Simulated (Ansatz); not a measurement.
# AgI2 (P-4m2) in Ansatz: convergence with ecutfock ratio

Aim: find how far ecutfock ratio must go before the results for AgI2 settle, at HSE06. This setting moves, with any that are tied to it; all else stays.

Everything below comes from runs of Ansatz 0.2.0. Logs are shortened: lines on timing, memory, paths and dates and some standing lists are left out, and cuts for length are marked.

## 1. The crystal as given

Symmetry: P-4m2, No. 115, tetragonal system. Conventional cell: a = 4.286 Å, b = 4.286 Å, c = 6.355 Å, α = 90.00°, β = 90.00°, γ = 90.00°. I (site symmetry 2mm) has 2 Ag at 2.78 Å as nearest neighbours. Around Ag (site symmetry -4m2) lie 4 I at 2.78 Å.

The cell comes from a database or a generator and needn't be the stable form of this composition.

## 2. With ecutfock ratio 1

input.yaml reads:

```yaml
crystal:
  lattice:
    - [4.285728, 0.0, 0.0]
    - [0.0, 4.285728, 0.0]
    - [0.0, 0.0, 6.354781]
  atoms:
    - { symbol: I, position: [0.0, 0.5, 0.222238] }
    - { symbol: I, position: [0.5, 0.0, 0.777762] }
    - { symbol: Ag, position: [0.0, 0.0, 0.5] }
hamiltonian:
  xc: hse06
  pseudopotentials: { kind: paw }
kpoints:
  mp_grid: { grid: [3, 3, 2] }
scf:
  occupations: { method: gaussian, width: 0.1 }
  exx: { ecutfock_ratio: 1 }
output:
  forces: true
  stress: true
  eigenvalues: true
```

Potentials or basis: Ansatz PAW.

Launch:

```console
ansatz run input.yaml --threads 2 --pin off --max-ram 5632MiB --backend cpu --events-out ev --progress --plain --runs-dir out
```

Standard output:

```text
Warning: output.stress: scf.convergence.dr2_threshold = 1e-7 eV (the SCF's general default) is looser than the 3e-10 eV advised for a printed stress (1e-10 eV for each atom of the cell: 3). What an SCF threshold leaves in a stress goes as its square root, and in the free energy as the threshold itself, and one threshold admits the most on a small cell: of the crystals measured, under no hybrid functional and no lock of the moments, on runs that ended without the residual-converged pass, on stresses that held no estimate of that error, the worst erred by over 100 MPa in a component at 1e-7 eV an atom and by under 5 at 1e-10. Set scf.convergence.dr2_threshold to 3e-10 eV or tighter. The threshold is an SCF's pass mark: one that does not reach it within its budget of iterations ends unconverged, or closes short of it on a stop that the run arms, and scf.convergence.dr2_threshold's page says what that costs each kind of run
Warning: output.stress: scf.exx.energy_threshold = 1e-6 eV is looser than the 3e-8 eV advised for a stress under a hybrid functional (1e-8 eV for each atom of the cell: 3). Every SCF of the exchange loop can meet its threshold on dr2 while the loop round them stops early: no threshold on dr2 bounds what that leaves in the stress. Set scf.exx.energy_threshold to 3e-8 eV or tighter. The threshold is the loop's pass mark: a loop that does not reach it within its budget of cycles ends unconverged, and scf.exx.energy_threshold's page has the law
settings of this run that can trade accuracy for cost: scf.exx.ecutfock_ratio: 1 (norm-conserving) | under the files' recommended ratio and basis.ecutrho_ratio (paw). Do not mix this run's numbers with those of runs without the same settings; the input reference describes each key
Warning: RAYON_NUM_THREADS=2 ignored (pool sized by the plan → 2); use --threads N
Engine: ansatz 0.2.0, aarch64-unknown-linux-gnu
Pseudopotentials: kind: paw
Pseudopotential: I, paw, valence charge 17, recommended cutoff 420 eV (normal), I.paw.azcp
Pseudopotential: Ag, paw, valence charge 19, recommended cutoff 420 eV (normal), Ag.paw.azcp
Functional definition: HSE06
  parameter a = 0.25
  parameter omega = 0.11/bohr
  exchange = pbe_x - a*pbe_x_sr(omega) + a*exact_x_sr(omega)
  correlation = pbe_c
[... 78 lines left out ...]
  E_aug_tail   = 0.000319  (compensation charges beyond the density's cutoff)
  E_ewald      = -5321.592318
  E_core_change = -1.293888  (= ΣΔE_core)
  E_smearing   = -0.017044  (= −TS)
  E_closure    = 0.000001  (closes the sum)
  Σ components = -22628.675390   (vs F -22628.675390, Δ=-3.64e-12)
--- Forces (eV/Å), atoms counted from 1 ---
  atom   1  I     -0.00000000     0.00000000     0.18729644
  atom   2  I     -0.00000000    -0.00000000    -0.18729644
  atom   3  Ag    -0.00000000    -0.00000000     0.00000000
  max |Σ_I F_I| component: 1.99e-16 eV/Å
--- Stress (GPa, compression-positive) ---
       -0.912658       0.000000      -0.000000
        0.000000      -0.912658       0.000000
       -0.000000       0.000000      -0.081889
  P = ⅓ Tr σ = -0.6357 GPa (-6.357 kbar)
--- Band table (eV; the first three rows and the last of 6) ---
  k-point 0: bands = ["-90.8790", "-53.0968", "-53.0251", "-53.0251", "-42.3235", "-42.3232", "-42.2984", "-42.2984", "-42.2774", "-42.2772", "-42.1777", "-42.1776", "-42.1766", "-42.1766", "-8.7525", "-8.1297", "-0.1471", "-0.1471", "0.0388", "0.1186", "0.6196", "1.3712", "3.1954", "3.1954", "4.5336", "5.0053", "5.0053", "8.4856", "10.2190", "11.4209", "13.0460", "13.0460"]
  k-point 1: bands = ["-90.8790", "-53.0968", "-53.0248", "-53.0248", "-42.3235", "-42.3233", "-42.2983", "-42.2983", "-42.2775", "-42.2771", "-42.1777", "-42.1775", "-42.1765", "-42.1765", "-8.5220", "-8.3859", "-0.1783", "-0.1783", "-0.1655", "0.2077", "0.6197", "2.1553", "3.3739", "3.7200", "3.7200", "4.3507", "4.3507", "10.2066", "10.3884", "12.0626", "12.1505", "13.1615"]
  k-point 2: bands = ["-90.8790", "-53.0963", "-53.0250", "-53.0250", "-42.3233", "-42.3226", "-42.2985", "-42.2984", "-42.2775", "-42.2773", "-42.1777", "-42.1771", "-42.1767", "-42.1766", "-8.4741", "-8.1488", "-0.2522", "-0.1116", "0.1874", "0.4701", "0.4943", "1.3590", "2.3343", "3.1539", "3.7826", "3.7852", "4.7111", "10.0598", "11.2336", "12.1481", "13.1031", "13.5882"]
  k-point 5: bands = ["-90.8789", "-53.0958", "-53.0249", "-53.0249", "-42.3225", "-42.3225", "-42.2986", "-42.2984", "-42.2776", "-42.2776", "-42.1771", "-42.1771", "-42.1769", "-42.1764", "-8.1950", "-8.1536", "-0.1028", "0.0156", "0.2688", "0.3108", "0.5180", "1.4218", "2.0774", "2.5619", "3.0124", "3.6225", "4.1115", "10.6719", "11.1622", "12.0724", "12.8984", "13.4085"]
settings of this run that can trade accuracy for cost: scf.exx.ecutfock_ratio: 1 (norm-conserving) | under the files' recommended ratio and basis.ecutrho_ratio (paw). Do not mix this run's numbers with those of runs without the same settings; the input reference describes each key
```

Run time: 16 s. Hardware: 2 threads of Arm Neoverse V2, shared host; peak memory 0.77 GiB.

Results:

| Quantity | Value |
| --- | --- |
| Free energy | -22628.6754 eV |
| Pressure | -0.6 GPa |
| Largest force | 0.187 eV/Å |
| Band gap on the k mesh | none (metal or under the smearing width) |

## 3. With ecutfock ratio 2

input.yaml: that of step 2 with these lines changed.

```diff
@@ -16,3 +16,3 @@
   occupations: { method: gaussian, width: 0.1 }
-  exx: { ecutfock_ratio: 1 }
+  exx: { ecutfock_ratio: 2 }
 output:
```

Potentials or basis: Ansatz PAW.

Launch:

```console
ansatz run input.yaml --threads 2 --pin off --max-ram 5632MiB --backend cpu --events-out ev --progress --plain --runs-dir out
```

Wall time 18 s (2 threads of Arm Neoverse V2, shared host); peak memory 0.82 GiB.

What came out:

- Free energy: -22628.9059 eV
- Pressure: -0.6 GPa
- Largest force: 0.187 eV/Å
- Band gap on the k mesh: none (metal or under the smearing width)

## 4. With ecutfock ratio 3

input.yaml: that of step 3 with these lines changed.

```diff
@@ -16,3 +16,3 @@
   occupations: { method: gaussian, width: 0.1 }
-  exx: { ecutfock_ratio: 2 }
+  exx: { ecutfock_ratio: 3 }
 output:
```

Launch:

```console
ansatz run input.yaml --threads 2 --pin off --max-ram 5632MiB --backend cpu --events-out ev --progress --plain --runs-dir out
```

It took 19 s on 2 threads of Arm Neoverse V2, shared host; peak memory 0.87 GiB.

It converged, with:

```
Free energy            : -22628.9073 eV
Pressure               : -0.6 GPa
Largest force          : 0.187 eV/Å
Band gap on the k mesh : none (metal or under the smearing width)
```

## 5. With ecutfock ratio 4

input.yaml: that of step 4 with these lines changed.

```diff
@@ -16,3 +16,3 @@
   occupations: { method: gaussian, width: 0.1 }
-  exx: { ecutfock_ratio: 3 }
+  exx: { ecutfock_ratio: 4 }
 output:
```

Launch:

```console
ansatz run input.yaml --threads 2 --pin off --max-ram 5632MiB --backend cpu --events-out ev --progress --plain --runs-dir out
```

Wall time 19 s (2 threads of Arm Neoverse V2, shared host); peak memory 0.95 GiB.

Results (log left out):

- Free energy: -22628.9073 eV
- Pressure: -0.6 GPa
- Largest force: 0.187 eV/Å
- Band gap on the k mesh: none (metal or under the smearing width)

## 6. Result

```tsv
ecutfock ratio	energy less the tightest run, at zero smearing (meV/atom)	SCF cycles	CPU time (s)	peak memory (GiB)
1	77.32	21	31	0.77
2	0.48	21	35	0.82
3	0.00	21	36	0.87
4	0.00	21	37	0.95
```

Against the tightest run, the energy stays within 1 meV/atom from 2 on. The tightest run that finished is the yardstick and may itself not be fully converged.

Caveats: all runs use coarse meshes; an odd number of electrons without spin polarisation forces a metal; a magnetic or distorted state may lie lower; the PAW data sets come from PBE, with cores solved anew for the run's functional, which leaves a small shift of forces and pressure; the thresholds are loose for stress.
